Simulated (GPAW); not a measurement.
Runs of GPAW 26.7.0 on KMgF3. It takes space group Pm-3m (No. 221, cubic). Conventional cell: a = 3.986 Å, b = 3.986 Å, c = 3.986 Å, α = 90.00°, β = 90.00°, γ = 90.00°. Around K (site symmetry m-3m) lie 12 F at 2.82 Å. Around Mg (site symmetry m-3m) lie 6 F at 1.99 Å. F (site symmetry 4/mmm) is surrounded by 2 Mg at 1.99 Å. 

| level | potentials or basis | gap on the mesh (eV) |
| --- | --- | --- |
| PBEsol | PAW data sets generated in the run's folder for this functional, pw | (a) |
| AM05 | PAW data sets generated in the run's folder for this functional, pw | 7.32 |
| RPBE | the program's PAW data sets (release 1.2.1) made for this functional, pw | 7.63 |
| LDA | the program's PAW data sets (release 1.2.1) made for this functional, pw | 6.96 |

Alike in all rows: task dielectric tensor; no spin polarisation; cell as given; k mesh 6 × 6 × 6; cutoff (eV) 650; smearing fermi-dirac 0.001 eV.

Question: Estimate the missing entries.

Answer: (a) 7.13.

Caveats: the long-wavelength limit can be off by a per cent or two; an odd mesh through Γ misses points on the zone boundary, where band edges often lie.

Runs at the PBE level aren't shown here.
